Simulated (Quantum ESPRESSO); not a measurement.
**Al in Quantum ESPRESSO: the effect of target pressure**

Al:

```
Al
1.0
     0.00000    2.02481    2.02481
     2.02481    0.00000    2.02481
     2.02481    2.02481    0.00000
Al
1
Direct
  0.00000 0.00000 0.00000
```

Alike in all runs:

| Item | Value |
| --- | --- |
| Program | Quantum ESPRESSO 7.5 |
| Task | phonons |
| Functional | PBE |
| Potentials or basis | GBRV 1.5 PBE |
| Cutoff | 612 eV |
| Density cutoff | 4898 eV |
| k mesh | 11 × 11 × 11 |
| Occupations | cold, width 0.2 eV |
| Spin | no spin polarisation |

Each run relaxes the cell or the atoms first.

```tsv
target pressure	relaxed volume (Å³/atom)	highest phonon frequency (cm⁻¹)
-3 GPa	17.22	302
0 GPa	16.52	325
3 GPa	15.95	345
8 GPa	15.17	374
15 GPa	?	?
```

What does the run with target pressure 15 GPa give?

Relaxed volume 14.34 Å³/atom; highest phonon frequency 408 cm⁻¹.

Worked out: In Murnaghan's law V^(-B') rises as a straight line in P. The other rows fit best with B' = 3.9, V0 = 16.52 Å³/atom and B0 = 79 GPa, which gives 14.33 Å³/atom at 15 GPa, against the run's 14.34. A parabola through the other rows of the highest phonon frequency, of slope 3.3 cm⁻¹ per GPa there, extrapolates to 403 cm⁻¹, against the run's 408.

Caveats: the q point doesn't lie on the k mesh, which can shift a metal's frequencies strongly unless the mesh is converged; the cell is more than 3 GPa from zero pressure, which shifts response properties (some runs); the mesh is thin for the phonons of a metal (some runs).
